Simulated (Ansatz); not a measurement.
**Ti$_{3}$Si: a sublattice moved along a line**

These are results of DFT r2SCAN, scalar-relativistic, plane waves, PAW in Ansatz 0.2.0, not measurements. Cutoff 500 eV, Γ-centred 12×12×10 k-points, Gaussian smearing of 0.15 eV. No spin polarisation. Energies are free energies at this smearing, counted from the undisturbed cell; pressure is positive in compression.

The undisturbed cell (relaxed at this level; it needn't be the usual structure):

```
CELL_PARAMETERS angstrom
5.62856 0.00000 0.00000
-2.81428 4.87448 0.00000
0.00000 0.00000 4.50395
ATOMIC_POSITIONS crystal
Ti 0.34370 0.17185 0.75000
Ti 0.82815 0.17185 0.75000
Ti 0.82815 0.65630 0.75000
Ti 0.65630 0.82815 0.25000
Ti 0.17185 0.82815 0.25000
Ti 0.17185 0.34370 0.25000
Si 0.33333 0.66667 0.75000
Si 0.66667 0.33333 0.25000
```

Every Ti atom is moved by x along the Cartesian unit vector (0.000, 0.000, 1.000); the cell and all other atoms stay fixed. The cell is metallic on the mesh throughout.

```tsv
x (Å)	ΔE (meV/cell)	force along x on the moved atoms (eV/Å)	pressure (GPa)
-0.3000	780.5	5.55	3.0
-0.1500	185.0	2.51	0.7
0.0000	0.0	0.00	0.0
0.2250	425.9	-3.94	1.7
```

Cost: 4 runs of about 6.6 core-minutes in all, on Arm Neoverse V2 (shared hosts).